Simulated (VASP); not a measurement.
AlAu under changes of volume

One of the cells (15.671 Å³/atom); the others are scaled copies at fixed shape and fractional positions:

```xyz
2
Lattice="3.1529 0.0000 0.0000 0.0000 3.1529 0.0000 0.0000 0.0000 3.1529" Properties=species:S:1:pos:R:3 pbc="T T T"
Au    1.5765    1.5765    1.5765
Al    0.0000    0.0000    0.0000
```

The cell comes from a database or a generator and needn't be the stable form of this composition.

```yaml
Program: VASP 6.6.1
Functional: LDA
Potentials_or_basis: VASP PAW LDA potentials, release 64 (Au, Al)
Cutoff: 520 eV
k_mesh: 8 × 8 × 8
Occupations: fermi-dirac, width 0.05 eV
Spin: no spin polarisation
```

```csv
volume (Å³/atom),energy over the lowest point (meV/atom),pressure (GPa)
15.044,11.95,6.1
15.358,3.00,2.8
15.671,0.00,-0.1
15.985,2.44,-2.7
16.298,?,?
```

**Question.** What does the run at 16.298 Å³/atom give?

**Answer.** Energy over the lowest point 9.83 meV/atom; pressure -5.0 GPa.

Worked out: A Birch-Murnaghan fit of order 2 (a polynomial in V^(-2/3)) to the other rows has its minimum at 15.68 Å³/atom with B0 = V·E''(V) = 137 GPa. It gives 9.73 meV/atom at 16.298 Å³/atom, against the run's 9.83, and -dE/dV = -4.9 GPa, against -5.0.

Energies are extrapolated to zero smearing.
